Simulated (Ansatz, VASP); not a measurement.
**TiB2 in VASP and in Ansatz**

INCAR

```
SYSTEM = TiB2
PREC     = Accurate       ! precision mode
ENCUT    = 520            ! plane-wave cutoff, eV
EDIFF    = 1E-7           ! SCF threshold, eV
ISMEAR   = -1             ! smearing method
SIGMA    = 0.08           ! smearing width, eV
LREAL    = .False.        ! projectors in reciprocal space
LASPH    = .True.         ! aspherical terms in the spheres
NELM     = 60             ! most SCF steps
ALGO     = Normal         ! electronic algorithm
ISIF     = 2              ! what is computed and relaxed
LWAVE    = .False.        ! write WAVECAR
LCHARG   = .False.        ! write CHGCAR
GGA      = PE             ! functional
NBANDS   = 16             ! bands
```

KPOINTS

```
regular mesh
0
Gamma
  15 15 13
  0 0 0
```

File POSCAR:

```
TiB2
1.0
    3.0897821656      0.0000000000      0.0000000000
   -1.5448910828      2.6758298476      0.0000000000
    0.0000000000      0.0000000000      3.2284000000
Ti B
1 2
Direct
    0.0000000000      0.0000000000      0.0000000000
    0.3333333333      0.6666666667      0.5000000000
    0.6666666667      0.3333333333      0.5000000000
```

Input for Ansatz:

```yaml
crystal:
  lattice:
    - [3.0897821656, 0.0, 0.0]
    - [-1.5448910828, 2.6758298476, 0.0]
    - [0.0, 0.0, 3.2284]
  atoms:
    - { symbol: Ti, position: [0.0, 0.0, 0.0] }
    - { symbol: B, position: [0.3333333333, 0.6666666667, 0.5] }
    - { symbol: B, position: [0.6666666667, 0.3333333333, 0.5] }
kpoints:
  mp_grid: { grid: [15, 15, 13] }
  band_path:
    path:
      - [0.0, 0.0, 0.0]
      - [0.5, 0.0, 0.0]
      - [0.3333333333, 0.3333333333, 0.0]
      - [0.0, 0.0, 0.0]
      - [0.0, 0.0, 0.5]
      - [0.5, 0.0, 0.5]
      - [0.3333333333, 0.3333333333, 0.5]
      - [0.0, 0.0, 0.5]
      - [0.5, 0.0, 0.5]
    npoints: 5
scf:
  occupations: { method: fermi_dirac, width: 0.08 }
hamiltonian:
  xc: pbe
  pseudopotentials: { kind: all_electron, lapw: { basis_error: 0.001 } }
output:
  forces: true
  stress: true
  eigenvalues: true
```

Change from the starting cell: equal xx and yy strain of +2 %.

Alike in both runs: task single point; functional PBE; k mesh 15 × 15 × 13; occupations fermi-dirac, width 0.08 eV; no spin polarisation.

|  | VASP | Ansatz |
| --- | --- | --- |
| version | VASP 6.6.1 | Ansatz 0.2.0 |
| potentials or method | VASP PAW PBE potentials, release 64 (Ti_sv, B) | all-electron LAPW, scalar-relativistic |
| plane-wave cutoff (eV) | 520 | see its input |

```csv
,VASP,Ansatz,Ansatz less VASP
pressure (GPa),-9.6,-9.8,-0.15
largest component of the traceless stress (GPa),5.68,5.70,+0.019
```

Ansatz ran all-electron here, so the differences hold the error of VASP's frozen core and of both bases.
